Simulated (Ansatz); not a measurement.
## Hf: computed DOS

```cif
data_structure
_symmetry_space_group_name_H-M 'Im-3m'
_symmetry_Int_Tables_number 229
_cell_length_a 3.6100
_cell_length_b 3.6100
_cell_length_c 3.6100
_cell_angle_alpha 90.000
_cell_angle_beta 90.000
_cell_angle_gamma 90.000
_cell_volume 47.05
loop_
_atom_site_label
_atom_site_type_symbol
_atom_site_symmetry_multiplicity
_atom_site_Wyckoff_symbol
_atom_site_fract_x
_atom_site_fract_y
_atom_site_fract_z
_atom_site_occupancy
Hf1 Hf 2 a 0.00000 0.00000 0.00000 1
```

The runs use the primitive cell with vectors (-1.805, 1.805, 1.805), (1.805, -1.805, 1.805), (1.805, 1.805, -1.805) Å, to which the k mesh refers.

The cell comes from COD entry 1522789, which wasn't checked; take it as a given geometry.

Spin–orbit coupling is left out, though it moves levels of the heavy atoms by tenths of an eV or more.

Level of theory: DFT, PBE, all-electron LAPW, scalar-relativistic in Ansatz 0.2.0.

Sampling and basis: a Γ-centred 16×16×16 k mesh, Fermi–Dirac smearing of 0.08 eV, basis error target 1 meV/atom, no spin polarisation.

States per eV and cell, averaged over 0.4 eV, from -7.0 to 2.0 eV, with energies (bin centres) from the Fermi level; empty bins are left out. The partial columns, the largest 3 alone, are projections on Löwdin-orthogonalised atomic shells (those that the program's projection atoms carry: the occupied ones and, for some elements, an empty d or f shell; other empty shells have no column), summed over atoms of an element. Weights on diffuse s and p shells depend on that basis and aren't pure angular character.

```json
{"E (eV)": "-6.9", "total": "0.01", "Hf 5d": "0.00", "Hf 6s": "0.01", "Hf 5p": "0.00"}
{"E (eV)": "-6.5", "total": "0.05", "Hf 5d": "0.00", "Hf 6s": "0.05", "Hf 5p": "0.00"}
{"E (eV)": "-6.1", "total": "0.08", "Hf 5d": "0.00", "Hf 6s": "0.08", "Hf 5p": "0.00"}
{"E (eV)": "-5.7", "total": "0.11", "Hf 5d": "0.00", "Hf 6s": "0.10", "Hf 5p": "0.00"}
{"E (eV)": "-5.3", "total": "0.14", "Hf 5d": "0.01", "Hf 6s": "0.12", "Hf 5p": "0.00"}
{"E (eV)": "-4.9", "total": "0.17", "Hf 5d": "0.02", "Hf 6s": "0.14", "Hf 5p": "0.00"}
{"E (eV)": "-4.5", "total": "0.20", "Hf 5d": "0.04", "Hf 6s": "0.16", "Hf 5p": "0.00"}
{"E (eV)": "-4.1", "total": "0.25", "Hf 5d": "0.07", "Hf 6s": "0.18", "Hf 5p": "0.01"}
{"E (eV)": "-3.7", "total": "0.33", "Hf 5d": "0.12", "Hf 6s": "0.20", "Hf 5p": "0.01"}
{"E (eV)": "-3.3", "total": "0.54", "Hf 5d": "0.29", "Hf 6s": "0.23", "Hf 5p": "0.01"}
{"E (eV)": "-2.9", "total": "0.68", "Hf 5d": "0.43", "Hf 6s": "0.22", "Hf 5p": "0.01"}
{"E (eV)": "-2.5", "total": "0.67", "Hf 5d": "0.47", "Hf 6s": "0.18", "Hf 5p": "0.01"}
{"E (eV)": "-2.1", "total": "0.95", "Hf 5d": "0.79", "Hf 6s": "0.14", "Hf 5p": "0.01"}
{"E (eV)": "-1.7", "total": "0.89", "Hf 5d": "0.79", "Hf 6s": "0.07", "Hf 5p": "0.01"}
{"E (eV)": "-1.3", "total": "0.45", "Hf 5d": "0.42", "Hf 6s": "0.02", "Hf 5p": "0.00"}
{"E (eV)": "-0.9", "total": "0.52", "Hf 5d": "0.49", "Hf 6s": "0.01", "Hf 5p": "0.01"}
{"E (eV)": "-0.5", "total": "2.32", "Hf 5d": "2.20", "Hf 6s": "0.03", "Hf 5p": "0.03"}
{"E (eV)": "-0.1", "total": "2.10", "Hf 5d": "1.88", "Hf 6s": "0.09", "Hf 5p": "0.02"}
{"E (eV)": "0.3", "total": "2.02", "Hf 5d": "1.64", "Hf 6s": "0.17", "Hf 5p": "0.01"}
{"E (eV)": "0.7", "total": "1.11", "Hf 5d": "0.98", "Hf 6s": "0.04", "Hf 5p": "0.00"}
{"E (eV)": "1.1", "total": "0.74", "Hf 5d": "0.72", "Hf 6s": "0.01", "Hf 5p": "0.00"}
{"E (eV)": "1.5", "total": "0.31", "Hf 5d": "0.30", "Hf 6s": "0.01", "Hf 5p": "0.00"}
{"E (eV)": "1.9", "total": "0.30", "Hf 5d": "0.28", "Hf 6s": "0.01", "Hf 5p": "0.00"}
```

Task: Which of the resolved shells contributes most within 0.3 eV of the Fermi level?

Result: Hf 5d, with 87 % of all states there; Hf 6s follows with 6 %.

Task: Where is the centre of the filled Hf 5d states between -14 eV and the top of the filled states?

Result: -1.23 eV from the Fermi level.
